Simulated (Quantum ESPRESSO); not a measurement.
Runs of Quantum ESPRESSO 7.5 on AlN. It takes space group F-43m (No. 216, cubic). The conventional cell has a = 4.368 Å, b = 4.368 Å, c = 4.368 Å, α = 90.00°, β = 90.00°, γ = 90.00°. Al (site symmetry -43m) has 4 N at 1.89 Å as nearest neighbours. Around N (site symmetry -43m) lie 4 Al at 1.89 Å. Measurements of this composition are mostly on another form, of space group No. 186.

| task | level | potentials or basis | cell | k mesh | form of the LDA correlation | q mesh | mesh quality | pressure (GPa) |
| --- | --- | --- | --- | --- | --- | --- | --- | --- |
| dielectric tensor | BLYP | GBRV 1.5 PBE | as given | 8 × 8 × 8, shifted | - | - | not flagged | 9.4 |
| dielectric tensor | AM05 | GBRV 1.5 PBE | as given | 8 × 8 × 8, shifted | - | - | not flagged | (b) |
| dielectric tensor | PBEsol | GBRV 1.5 PBEsol | as given | 8 × 8 × 8, shifted | - | - | not flagged | 1.7 |
| dielectric tensor | LDA | GBRV 1.5 LDA | as given | 8 × 8 × 8, shifted | PZ81 | - | not flagged | -2.8 |
| phonon dispersion | LDA | GBRV 1.5 LDA | relaxed | 4 × 4 × 4, shifted | PZ81 | 4 × 4 × 4 | coarse | 0.0 |
| dielectric tensor | WC | GBRV 1.5 PBE | as given | 8 × 8 × 8, shifted | - | - | not flagged | (a) |

Alike in all rows: no spin polarisation; cutoff (eV) 612; smearing fermi-dirac 0.05 eV.

Question: Estimate the missing entries.

Answer: (a) 2.3; (b) 2.5.

Caveats: some runs use coarse meshes; the potentials were made for another functional, which shifts forces and pressure (some runs); the cell is more than 3 GPa from zero pressure, which shifts response properties (some runs).

Runs at the PBE level aren't shown here.
